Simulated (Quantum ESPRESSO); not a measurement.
Ag: phonons with AM05

Crystal: Ag.

```xyz
1
Lattice="0.0000 2.0427 2.0427 2.0427 0.0000 2.0427 2.0427 2.0427 0.0000" Properties=species:S:1:pos:R:3 pbc="T T T"
Ag    0.0000    0.0000    0.0000
```

```
Program             : Quantum ESPRESSO 7.5
Task                : phonons
Functional          : AM05
Potentials or basis : PseudoDojo 0.4.1 SR PBE standard
Cutoff              : 1116 eV
Density cutoff      : 4463 eV
k mesh              : 11 × 11 × 11
Occupations         : gaussian, width 0.136 eV
Spin                : no spin polarisation
Mixing beta         : 0.5
Most SCF iterations : 120
SCF threshold       : 2e-10 Ry
```

```
Relaxed volume                              : 16.61 Å³/atom
Relaxed cell                                : a = 2.864 Å, b = 2.864 Å, c = 2.864 Å, α = 60.00°, β = 60.00°, γ = 60.00°
Space group after relaxing (to 0.05 Å)      : Fm-3m (No. 225)
Pressure after relaxing                     : -0.1 GPa
Band gap on the k mesh                      : none (metal or under the smearing width)
Highest phonon frequency at the q point run : 175 cm⁻¹
```

Step by step:
```
step  energy change (eV)  largest force (eV/Å)  pressure (GPa)  volume (Å³)
   1              0.0000                0.0000           -2.90        17.05
   2             -0.0033                0.0000           -1.30        16.80
   3             -0.0041                0.0000            0.08        16.60
   4             -0.0041                0.0000            0.00        16.61
```

Final structure:
```xyz
1
Lattice="0.0000 2.0252 2.0252 2.0252 0.0000 2.0252 2.0252 2.0252 0.0000" Properties=species:S:1:pos:R:3 pbc="T T T"
Ag    0.0000    0.0000    0.0000
```

Levels at points of the mesh, in eV from the Fermi level:
```tsv
k point	band 7	band 8	band 9	band 10	band 11	band 12	band 13	band 14
(0.00, 0.00, 0.00)	-5.05	-5.05	-3.95	-3.95	15.97	19.71	19.71	19.71
```

Phonon frequencies in cm⁻¹ (negative: imaginary):
| q point | frequencies |
| --- | --- |
| (0.375, 0.375, 0.750) | 121 175 175 |

Phonon modes at q = (0.375, 0.375, 0.750) in reciprocal lattice units:
| mode | symmetry | cm⁻¹ |
| --- | --- | --- |
| 1 | B_1 | 121 |
| 2 | B_2 | 175 |
| 3 | A_1 | 175 |

Run time: 10 min on 1 thread of Arm Neoverse V2, with other jobs on the host, peak memory 0.09 GiB.

Caveat: the potentials were made for another functional, which shifts forces and pressure; the q point doesn't lie on the k mesh, which can shift a metal's frequencies strongly unless the mesh is converged.
